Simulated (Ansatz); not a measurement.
Wires are cut from relaxed bulk GaN (F-43m, not its usual structure, 11.38 Å³/atom, gap on the mesh 1.70 eV); atoms and period are relaxed, and energies count from that bulk.

All numbers below come from DFT PBEsol, scalar-relativistic, plane waves, PAW in Ansatz 0.2.0.

Cutoff 420 eV, Gaussian smearing of 0.05 eV, energies at zero smearing, symmetry of each start kept, collinear spin where a moment is listed.

```
                             start atoms k mesh excess energy (eV per host atom) line energy (eV/Å) period (Å) gap on the mesh (eV) size of the moment (μB per cell) highest filled level or Fermi level under vacuum (eV)
[110] wire, 14 host atoms a period     14  1×1×10                             0.773               3.372       3.210                     0                              0.36                                                      -
[110] wire, 20 host atoms a period     20  1×1×10                             0.679               4.218       3.218                     0                              1.02                                                   4.57
```

Each run keeps its start's symmetry and one magnetic start, so lower states can exist.

Cost: 2 runs of about 61 core-minutes in all, on Intel Xeon 6975P-C (Granite Rapids) (shared hosts).